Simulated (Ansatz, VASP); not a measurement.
**AlN in VASP and in Ansatz**

```
CELL_PARAMETERS angstrom
3.09729 0.00000 0.00000
-1.54865 2.68234 0.00000
0.00000 0.00000 5.03164
ATOMIC_POSITIONS crystal
Al 0.33333 0.66667 0.00000
Al 0.66667 0.33333 0.50000
N 0.33333 0.66667 0.37500
N 0.66667 0.33333 0.87500
```

The cell was built by a generator and needn't be a form met in nature.

Alike in both runs: task single point; functional PBEsol; k mesh 6 × 6 × 4; occupations gaussian, width 0.1 eV; no spin polarisation.

|  | VASP | Ansatz |
| --- | --- | --- |
| version | VASP 6.6.1 | Ansatz 0.2.0 |
| potentials or method | VASP PAW PBE potentials, release 64 (Al, N) | scalar-relativistic, plane waves, PAW |
| plane-wave cutoff (eV) | 520 | 420 |
| valence electrons in the cell | 16 | 16 |

|  | VASP | Ansatz | Ansatz less VASP |
| --- | --- | --- | --- |
| gap on the k mesh at the Fermi level (eV) | 4.25 | 4.23 | -0.017 |
| least direct gap on the mesh (eV) | 4.25 | 4.23 | -0.017 |
| pressure (GPa) | 0.4 | 0.4 | +0.02 |
| largest component of the traceless stress (GPa) | 0.87 | 0.87 | +0.005 |
| rms of the force components (eV/Å) | 0.165 | 0.164 | -0.0012 |

Atom by atom the forces differ by 0.001 eV/Å (rms over components).

Caveats: the PAW data sets were made with another functional, which shifts forces and pressure a little (VASP).
